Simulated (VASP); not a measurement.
# PbSe (Clausthalite) (Fm-3m) in VASP: a series of runs

PbSe (Clausthalite) is run at these levels: PBE; tasks: single point.

All numbers are computed with VASP 6.6.1; they aren't measurements. Logs are shortened: lines on timing, memory, paths and dates and some standing lists are left out, and cuts for length are marked.

**The experiment to reproduce.**

A printed reference work, monograph reports, for a bulk crystal of PbSe at 4.2 K: band gap 0.15 eV (direct).

The results are compared with them further down.

### Step 1. The cell of the first run

It takes space group Fm-3m (No. 225, cubic). The conventional cell has a = 6.121 Å, b = 6.121 Å, c = 6.121 Å, α = 90.00°, β = 90.00°, γ = 90.00°. Within 4.0 Å of Pb (site symmetry m-3m) lie 6 Se at 3.06 Å. Se (site symmetry m-3m) has 6 Pb at 3.06 Å within 4.0 Å.

### Step 2. Single point, PBE

Contents of INCAR:

```
  PREC = Accurate
  ENCUT = 500
  EDIFF = 1E-6
  ISMEAR = 0
  SIGMA = 0.01
  LREAL = False
  LASPH = True
  NELM = 120
  ALGO = Normal
  ISIF = 2
  LWAVE = False
  LCHARG = False
  GGA = PE
  NBANDS = 17
  GGA_COMPAT = False
```

Contents of KPOINTS:

```
Automatic mesh
0
Gamma
  2 2 2
```

Contents of POSCAR:

```
PbSe
1.0
    0.0000000000      3.0606500000      3.0606500000
    3.0606500000      0.0000000000      3.0606500000
    3.0606500000      3.0606500000      0.0000000000
Pb Se
1 1
Direct
    0.0000000000      0.0000000000      0.0000000000
    0.5000000000      0.5000000000      0.5000000000
```

Potentials or basis: VASP PAW PBE potentials, release 64 (Pb_d, Se).

Started as:

```sh
$ cat potpaw_PBE.64/Pb_d/POTCAR potpaw_PBE.64/Se/POTCAR > POTCAR
$ mpirun -np 1 vasp_std > vasp.out
```

OUTCAR:

```text
PREC = Accurate
   ENCUT = 500
   EDIFF = 1E-6
   ISMEAR = 0
   LREAL = False
   LASPH = True
   NELM = 120
   ISIF = 2
   GGA = PE

 ion  position               nearest neighbor table
   1  0.000  0.000  0.000-   2 3.06   2 3.06   2 3.06   2 3.06   2 3.06   2 3.06
   2  0.500  0.500  0.500-   1 3.06   1 3.06   1 3.06   1 3.06   1 3.06   1 3.06

  LATTYP: Found a face centered cubic cell.
 ALAT       =     6.1213000000

  Lattice vectors:

 A1 = (   0.0000000000,   3.0606500000,   3.0606500000)
 A2 = (   3.0606500000,   0.0000000000,   3.0606500000)
 A3 = (   3.0606500000,   3.0606500000,   0.0000000000)

Analysis of symmetry for initial positions (statically):
=====================================================================
 Subroutine PRICEL returns:
 Original cell was already a primitive cell.

 Routine SETGRP: Setting up the symmetry group for a
 face centered cubic supercell.

 Subroutine GETGRP returns: Found 48 space group operations
 (whereof 48 operations were pure point group operations)
 out of a pool of 48 trial point group operations.

The static configuration has the point symmetry O_h .

Analysis of symmetry for dynamics (positions and initial velocities):
=====================================================================
 Subroutine PRICEL returns:
 Original cell was already a primitive cell.

 Routine SETGRP: Setting up the symmetry group for a
 face centered cubic supercell.

 Subroutine GETGRP returns: Found 48 space group operations
 (whereof 48 operations were pure point group operations)
 out of a pool of 48 trial point group operations.

The dynamic configuration has the point symmetry O_h .

 Subroutine INISYM returns: Found 48 space group operations
 (whereof 48 operations are pure point group operations),
 and found     1 'primitive' translations

----------------------------------------------------------------------------------------

                                     Primitive cell

  volume of cell :      57.3418

  direct lattice vectors                    reciprocal lattice vectors
     0.000000000  3.060650000  3.060650000    -0.163363991  0.163363991  0.163363991
     3.060650000  0.000000000  3.060650000     0.163363991 -0.163363991  0.163363991
     3.060650000  3.060650000  0.000000000     0.163363991  0.163363991 -0.163363991

  length of vectors
     4.328412740  4.328412740  4.328412740     0.282954733  0.282954733  0.282954733

  position of ions in fractional coordinates (direct lattice)
     0.000000000  0.000000000  0.000000000
     0.500000000  0.500000000  0.500000000

[... 55 lines left out ...]
   LREAL  =      F    real-space projection
   EDIFFG = 0.1E-04   stopping-criterion for IOM
   NSW    =      0    number of steps for IOM
   IBRION =     -1    ionic relax: 0-MD 1-quasi-New 2-CG
   NFREE  =      0    steps in history (QN), initial steepest desc. (CG)
   ISIF   =      2    stress and relaxation
   ISYM   =      2    0-nonsym 1-usesym 2-fastsym
   POTIM  = 0.5000    time-step for ionic-motion
   TEBEG  =    0.0;   TEEND  =   0.0 temperature during run
   PSTRESS=    0.0 pullay stress
   NELECT =      20.0000    total number of electrons
   NUPDOWN=      -1.0000    fix difference up-down
   EMIN   =  10.00;   EMAX   =-10.00  energy-range for DOS
   EFERMI =   0.00;   METHOD = LEGACY
   ISMEAR =     0;   SIGMA  =   0.01  broadening in eV -4-tet -1-fermi 0-gaus
   EFERMI_NEDOS =   21; number of points for ismear=-14 and -15
   IALGO  =     38    algorithm
   IMIX   =      4    mixing-type and parameters
     AMIX     =   0.40;   BMIX     =  1.00
     AMIX_MAG =   1.60;   BMIX_MAG =  1.00
  volume/ion in A,a.u.               =      28.67       193.48
  Fermi-wavevector in a.u.,A,eV,Ry     =   1.152377  2.177676 18.068159  1.327972
  Thomas-Fermi vector in A             =   2.289028
   LORBIT       =      0    0 simple, 1 ext, 2 COOP (PROOUT), +10 PAW based schemes
   GGA     = PE    functional components
   LHFCALC =     F    Hartree Fock is set to
   AEXX    =    0.0000 exact exchange contribution
   IVDW    =     0    specifies the selected vdW correction
   LEPSILON=     F    determine dielectric tensor
   LRPA    =     F    only Hartree local field effects (RPA)
 non-spin polarized calculation
 Gauss-broadening in eV      SIGMA  =   0.01
  energy-cutoff  :      500.00
  volume of cell :       57.34
 maximum number of plane-waves:      1459
 NGX is ok and might be reduce to    32
   NGX = 15   NGY = 15   NGZ = 15

 number of electron      20.0000000 magnetization

 Free energy of the ion-electron system (eV)
  ---------------------------------------------------
  ext. energy  EPLUGINS =         0.00000000
  ---------------------------------------------------
  free energy    TOTEN  =        -6.63421926 eV

  energy without entropy =       -6.63421926  energy(sigma->0) =       -6.63421926

 E-fermi :   5.3994     XC(G=0):  -9.4325

 val. band max:        5.3554633274   @ k =   0.5000   0.0000   0.0000
 cond. band min:       5.4432037370   @ k =   0.5000   0.0000   0.0000
 fundamental gap:      0.0877404095
 Fermi energy:         5.3993543698

 k-point     1 :       0.0000    0.0000    0.0000
  band No.  band energies     occupation
      1     -12.0047      2.00000
      2     -12.0047      2.00000
      3     -12.0047      2.00000
      4     -11.9885      2.00000
      5     -11.9885      2.00000
      6      -8.1198      2.00000
[... 37 lines left out ...]
      4     -11.9613      2.00000
      5     -11.9613      2.00000
      6      -6.5341      2.00000
[... 9 lines left out ...]
     16      16.8576      0.00000
     17      17.9394      0.00000

------------------------ aborting loop because EDIFF is reached ----------------------------------------

  FORCE on cell =-STRESS in cart. coord.  units (eV):
  Direction    XX          YY          ZZ          XY          YZ          ZX
  --------------------------------------------------------------------------------------
  -------------------------------------------------------------------------------------
  Total        3.7855297      3.7855297      3.7855297      0.0000000     -0.0000000     -0.0000000
  in kB      105.7709091    105.7709091    105.7709091      0.0000000     -0.0000000     -0.0000000
  external PRESSURE =     105.7709091 kB  Pullay stress =       0.0000000 kB

 VOLUME and BASIS-vectors are now :
 -----------------------------------------------------------------------------
  energy-cutoff  :      500.00
  volume of cell :       57.34
      direct lattice vectors                 reciprocal lattice vectors
     0.000000000  3.060650000  3.060650000    -0.163363991  0.163363991  0.163363991
     3.060650000  0.000000000  3.060650000     0.163363991 -0.163363991  0.163363991
     3.060650000  3.060650000  0.000000000     0.163363991  0.163363991 -0.163363991

 POSITION                                       TOTAL-FORCE (eV/Angst)
 -----------------------------------------------------------------------------------
      0.00000      0.00000      0.00000        -0.000000     -0.000000     -0.000000
      3.06065      3.06065      3.06065         0.000000      0.000000      0.000000
 -----------------------------------------------------------------------------------
    total drift:                                0.000000     -0.000000     -0.000000

  FREE ENERGIE OF THE ION-ELECTRON SYSTEM (eV)
  ---------------------------------------------------
  free  energy   TOTEN  =        -6.6342192603 eV

  energy  without entropy=       -6.6342192603  energy(sigma->0) =       -6.63421926
```

OSZICAR:

```text
N       E                     dE             d eps       ncg     rms          rms(c)
DAV:   1     0.158292685972E+03    0.15829E+03   -0.88129E+03   102   0.115E+03
DAV:   2     0.479309032294E+01   -0.15350E+03   -0.14727E+03   102   0.312E+02
DAV:   3    -0.711469851434E+01   -0.11908E+02   -0.11807E+02   153   0.903E+01
DAV:   4    -0.732146313290E+01   -0.20676E+00   -0.20673E+00   132   0.137E+01
DAV:   5    -0.732951257764E+01   -0.80494E-02   -0.80494E-02   147   0.257E+00    0.343E+00
DAV:   6    -0.667208378398E+01    0.65743E+00   -0.14129E+00   136   0.721E+00    0.192E+00
DAV:   7    -0.662627412537E+01    0.45810E-01   -0.43122E-01   143   0.290E+00    0.108E+00
DAV:   8    -0.663588214299E+01   -0.96080E-02   -0.43130E-02   129   0.227E+00    0.276E-01
DAV:   9    -0.663409662868E+01    0.17855E-02   -0.14007E-02   137   0.104E+00    0.868E-02
DAV:  10    -0.663417855922E+01   -0.81931E-04   -0.13374E-03   116   0.204E-01    0.228E-02
DAV:  11    -0.663421973362E+01   -0.41174E-04   -0.11744E-04   119   0.101E-01    0.244E-02
DAV:  12    -0.663421926031E+01    0.47331E-06   -0.43575E-06   140   0.146E-02
   1 F= -.66342193E+01 E0= -.66342193E+01  d E =-.247222E-10
```

It took 11 s on 1 thread of Intel Xeon 8259CL, shared host; peak memory 0.17 GiB.

Results:

```
Free energy            : -6.6342 eV
Pressure               : 10.6 GPa
Band gap on the k mesh : 0.09 eV, direct
```

Caveat: the k points lie up to 0.89 Å⁻¹ apart; spin-orbit coupling is left out, which moves the levels of the heavy elements. A k mesh can miss the band edges.

### Step 3. Single point, PBE

Contents of INCAR:

```
SYSTEM = PbSe
PREC = Accurate ; ENCUT = 500
EDIFF = 1E-6 ; ISMEAR = 0
SIGMA = 0.01 ; LREAL = .FALSE.
LASPH = .TRUE. ; NELM = 120
ALGO = Normal ; ISIF = 2
LWAVE = .FALSE. ; LCHARG = .FALSE.
GGA = PE ; NBANDS = 17
GGA_COMPAT = .FALSE.
```

Contents of KPOINTS:

```
Automatic mesh
0
G
  8 8 8
  0 0 0
```

POSCAR is that of step 2.

Potentials or basis: VASP PAW PBE potentials, release 64 (Pb_d, Se).

Started as:

```sh
$ cat potpaw_PBE.64/Pb_d/POTCAR potpaw_PBE.64/Se/POTCAR > POTCAR
$ mpirun -np 1 vasp_std > vasp.out
```

OUTCAR:

```text
SYSTEM = PbSe
   PREC = Accurate
   ENCUT = 500
   EDIFF = 1E-6
   ISMEAR = 0
   LREAL = .FALSE.
   LASPH = .TRUE.
   NELM = 120
   ISIF = 2
   GGA = PE

 ion  position               nearest neighbor table
   1  0.000  0.000  0.000-   2 3.06   2 3.06   2 3.06   2 3.06   2 3.06   2 3.06
   2  0.500  0.500  0.500-   1 3.06   1 3.06   1 3.06   1 3.06   1 3.06   1 3.06

  LATTYP: Found a face centered cubic cell.
 ALAT       =     6.1213000000

  Lattice vectors:

 A1 = (   0.0000000000,   3.0606500000,   3.0606500000)
 A2 = (   3.0606500000,   0.0000000000,   3.0606500000)
 A3 = (   3.0606500000,   3.0606500000,   0.0000000000)

Analysis of symmetry for initial positions (statically):
=====================================================================
 Subroutine PRICEL returns:
 Original cell was already a primitive cell.

 Routine SETGRP: Setting up the symmetry group for a
 face centered cubic supercell.

 Subroutine GETGRP returns: Found 48 space group operations
 (whereof 48 operations were pure point group operations)
 out of a pool of 48 trial point group operations.

The static configuration has the point symmetry O_h .

Analysis of symmetry for dynamics (positions and initial velocities):
=====================================================================
 Subroutine PRICEL returns:
 Original cell was already a primitive cell.

 Routine SETGRP: Setting up the symmetry group for a
 face centered cubic supercell.

 Subroutine GETGRP returns: Found 48 space group operations
 (whereof 48 operations were pure point group operations)
 out of a pool of 48 trial point group operations.

The dynamic configuration has the point symmetry O_h .

 Subroutine INISYM returns: Found 48 space group operations
 (whereof 48 operations are pure point group operations),
 and found     1 'primitive' translations

----------------------------------------------------------------------------------------

                                     Primitive cell
[... 110 lines left out ...]
     AMIX     =   0.40;   BMIX     =  1.00
     AMIX_MAG =   1.60;   BMIX_MAG =  1.00
  volume/ion in A,a.u.               =      28.67       193.48
  Fermi-wavevector in a.u.,A,eV,Ry     =   1.152377  2.177676 18.068159  1.327972
  Thomas-Fermi vector in A             =   2.289028
   LORBIT       =      0    0 simple, 1 ext, 2 COOP (PROOUT), +10 PAW based schemes
   GGA     = PE    functional components
   LHFCALC =     F    Hartree Fock is set to
   AEXX    =    0.0000 exact exchange contribution
   IVDW    =     0    specifies the selected vdW correction
   LEPSILON=     F    determine dielectric tensor
   LRPA    =     F    only Hartree local field effects (RPA)
 non-spin polarized calculation
 Gauss-broadening in eV      SIGMA  =   0.01
  energy-cutoff  :      500.00
  volume of cell :       57.34
 maximum number of plane-waves:      1475
   NGX = 15   NGY = 15   NGZ = 15

 number of electron      20.0000000 magnetization

 Free energy of the ion-electron system (eV)
  ---------------------------------------------------
  ext. energy  EPLUGINS =         0.00000000
  ---------------------------------------------------
  free energy    TOTEN  =        -8.17835618 eV

  energy without entropy =       -8.17835618  energy(sigma->0) =       -8.17835618

 E-fermi :   5.1136     XC(G=0):  -9.5302

 val. band max:        5.0697639504   @ k =   0.5000   0.0000   0.0000
 cond. band min:       5.3611585072   @ k =   0.5000   0.0000   0.0000
 fundamental gap:      0.2913945568
 Fermi energy:         5.1135858370

 k-point     1 :       0.0000    0.0000    0.0000
  band No.  band energies     occupation
      1     -11.7677      2.00000
      2     -11.7677      2.00000
      3     -11.7677      2.00000
      4     -11.7637      2.00000
      5     -11.7637      2.00000
      6      -8.5252      2.00000
[... 457 lines left out ...]
      4     -11.7469      2.00000
      5     -11.7319      2.00000
      6      -7.2658      2.00000
[... 9 lines left out ...]
     16      15.9115      0.00000
     17      15.9961      0.00000

 [... further k-points ...]

------------------------ aborting loop because EDIFF is reached ----------------------------------------

  FORCE on cell =-STRESS in cart. coord.  units (eV):
  Direction    XX          YY          ZZ          XY          YZ          ZX
  --------------------------------------------------------------------------------------
  -------------------------------------------------------------------------------------
  Total        0.8609376      0.8609376      0.8609376     -0.0000000      0.0000000      0.0000000
  in kB       24.0553272     24.0553272     24.0553272     -0.0000000      0.0000000      0.0000000
  external PRESSURE =      24.0553272 kB  Pullay stress =       0.0000000 kB

 VOLUME and BASIS-vectors are now :
 -----------------------------------------------------------------------------
  energy-cutoff  :      500.00
  volume of cell :       57.34
      direct lattice vectors                 reciprocal lattice vectors
     0.000000000  3.060650000  3.060650000    -0.163363991  0.163363991  0.163363991
     3.060650000  0.000000000  3.060650000     0.163363991 -0.163363991  0.163363991
     3.060650000  3.060650000  0.000000000     0.163363991  0.163363991 -0.163363991

 POSITION                                       TOTAL-FORCE (eV/Angst)
 -----------------------------------------------------------------------------------
      0.00000      0.00000      0.00000        -0.000000      0.000000      0.000000
      3.06065      3.06065      3.06065         0.000000     -0.000000     -0.000000
 -----------------------------------------------------------------------------------
    total drift:                                0.000000     -0.000000     -0.000000

  FREE ENERGIE OF THE ION-ELECTRON SYSTEM (eV)
  ---------------------------------------------------
  free  energy   TOTEN  =        -8.1783561818 eV

  energy  without entropy=       -8.1783561818  energy(sigma->0) =       -8.17835618
```

OSZICAR:

```text
N       E                     dE             d eps       ncg     rms          rms(c)
DAV:   1     0.159054508935E+03    0.15905E+03   -0.92967E+03   994   0.116E+03
DAV:   2     0.321613058459E+01   -0.15584E+03   -0.15072E+03  1036   0.311E+02
DAV:   3    -0.819368434250E+01   -0.11410E+02   -0.11319E+02  1304   0.896E+01
DAV:   4    -0.845746145315E+01   -0.26378E+00   -0.26358E+00  1210   0.153E+01
DAV:   5    -0.846676109699E+01   -0.92996E-02   -0.92994E-02  1440   0.279E+00    0.277E+00
DAV:   6    -0.818019684550E+01    0.28656E+00   -0.70640E-01  1511   0.576E+00    0.156E+00
DAV:   7    -0.817529381734E+01    0.49030E-02   -0.11887E-01  1175   0.166E+00    0.858E-01
DAV:   8    -0.817872072249E+01   -0.34269E-02   -0.12997E-02  1203   0.124E+00    0.166E-01
DAV:   9    -0.817828481046E+01    0.43591E-03   -0.27091E-03  1485   0.516E-01    0.500E-02
DAV:  10    -0.817834896725E+01   -0.64157E-04   -0.22053E-04  1118   0.842E-02    0.180E-02
DAV:  11    -0.817835628627E+01   -0.73190E-05   -0.59564E-05  1323   0.772E-02    0.900E-03
DAV:  12    -0.817835618181E+01    0.10447E-06   -0.31434E-06  1153   0.117E-02
   1 F= -.81783562E+01 E0= -.81783562E+01  d E =-.201469E-12
```

Wall time 32 s (1 thread of Intel Xeon 8259CL, shared host); peak memory 0.18 GiB.

Results:

```
Free energy            : -8.1784 eV
Pressure               : 2.4 GPa
Band gap on the k mesh : 0.29 eV, direct
```

Caveat: spin-orbit coupling is left out, which moves the levels of the heavy elements.

### Step 4. Against experiment

Step 3. Against the measured gap of PbSe, 0.15 eV (direct; 4.2 K; a printed reference work, monograph), the calculated 0.29 eV is off by +0.14 eV. 2 values of this kind are on record (0.15 to 0.28 eV); this one was drawn at random. Spin-orbit coupling on Pb, Se is left out. The value is that of PBE on a finite k mesh, which can miss the band edges, without temperature or zero-point motion.
